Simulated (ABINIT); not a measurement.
Bi:

```
Bi
1.0
     2.26750    1.30914    3.93800
    -2.26750    1.30914    3.93800
     0.00000   -2.61828    3.93800
Bi
2
Cartesian
  0.0000 0.0000 9.0495
  0.0000 0.0000 2.7645
```

Base run:

```yaml
Program: ABINIT 10.8.3 (patched build)
Functional: r2SCAN
Potentials_or_basis: JTH PAW PBE v2.0
Cutoff: 707 eV
k_mesh: 7 × 7 × 7
Occupations: fermi-dirac, width 0.05 eV
Spin: no spin polarisation
```

Its results: pressure 0.8 GPa; largest force 0.045 eV/Å.

Question: After a change of settings the same cell gave: pressure 1.6 GPa; largest force 0.207 eV/Å. Which change was it?
A. functional from r2SCAN to RPBE
B. functional from r2SCAN to PBE
C. functional from r2SCAN to LDA
D. functional from r2SCAN to BLYP

Answer: B.

Caveats: the PAW data sets were made with another functional, which shifts forces and pressure a little (some runs).
